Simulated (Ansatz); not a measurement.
Levels of theory for HgTe (zincblende)

All numbers come from the plane-wave code Ansatz. The values are computed, non-magnetic, and not measurements.

Structure: zincblende HgTe, at its r2SCAN minimum. It is cubic, F-43m (No. 216); a = 6.578 Å in the conventional setting, 35.58 Å³ an atom. Hg has 4 Te at 2.85 Å; Te has 4 Hg at 2.85 Å.

On this one geometry the levels give:

| level | k mesh | gap (eV) | kind | edges | least direct gap (eV) |
| --- | --- | --- | --- | --- | --- |
| LDA | 6×6×6 | 0 | – | – | – |
| PBE | 6×6×6 | 0 | – | – | – |
| PBE+SOC | 6×6×6 | 0 | – | – | – |
| r2SCAN | 6×6×6 | 0 | – | – | – |

All runs use a smearing of 0.02 eV.
Wave cutoffs: 420 eV, 500 eV (r2SCAN).

r2SCAN gives a gap of zero: filled and empty bands touch at Γ. PBE+SOC gives a gap of zero: filled and empty bands touch at Γ. With so small a gap spin-orbit coupling can invert the bands, which the size of the gap doesn't show: the edges may have crossed and parted again.

No level opens a gap, but no hybrid is among them, and semilocal functionals can close a real gap.

Only the levels marked +SOC include spin-orbit coupling.
